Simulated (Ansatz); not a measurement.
Results of RPBE (PAW; Ansatz, a first-principles code) for rutile GeO₂.

Run with plane-wave cutoff 520 eV, 8×8×12 k mesh (along the axes of the cell as run), Fermi–Dirac smearing 0.01 eV, scalar-relativistic PAW data made under PBE.

The cell is scaled about its equilibrium volume:

Shape and atoms are relaxed at each volume.

```json
[
 {"V (Å³/atom)": "9.602", "P (GPa)": "7.99", "direct gap at Γ (eV)": "1.451", "c (Å)": "2.900", "a (Å)": "4.457"},
 {"V (Å³/atom)": "9.803", "P (GPa)": "3.69", "direct gap at Γ (eV)": "1.237", "c (Å)": "2.909", "a (Å)": "4.497"},
 {"V (Å³/atom)": "10.003", "P (GPa)": "-0.01", "direct gap at Γ (eV)": "1.049", "c (Å)": "2.915", "a (Å)": "4.538"},
 {"V (Å³/atom)": "10.203", "P (GPa)": "-3.12", "direct gap at Γ (eV)": "0.892", "c (Å)": "2.919", "a (Å)": "4.580"},
 {"V (Å³/atom)": "10.403", "P (GPa)": "-5.71", "direct gap at Γ (eV)": "0.767", "c (Å)": "2.921", "a (Å)": "4.623"}
]
```

A straight line through the gaps at Γ against ln V gives a volume deformation potential dE_g(Γ)/d ln V of -8.6 eV: the gap at Γ widens under compression.

Measured, for comparison: band gap 4.68 eV (temperature not stated, not corrected to a static lattice, direct (forbidden), UV absorption; as tabulated in Mengle et al. (2019), arXiv:1905.10301).

Note: the bulk modulus comes from volumes at which shape and atoms were relaxed.

Spin–orbit coupling is not included.
